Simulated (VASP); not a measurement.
# KCl (rocksalt): gaps by functional in VASP

```
CELL_PARAMETERS angstrom
0.00000 3.14485 3.14485
3.14485 0.00000 3.14485
3.14485 3.14485 0.00000
ATOMIC_POSITIONS crystal
K 0.00000 0.00000 0.00000
Cl 0.50000 0.50000 0.50000
```

All runs share this cell. Band v is the last that the valence electrons fill when counted band by band, and c is the next. A negative gap between them is a band overlap, as in a metal.

```tsv
level	gap (eV)	least direct gap (eV)	pressure (GPa)
PBE	5.19	5.19	0.8
r²SCAN	5.83	5.83	0.0
LDA	4.75	4.75	-1.9
PBEsol	5.03	5.03	-0.3
```
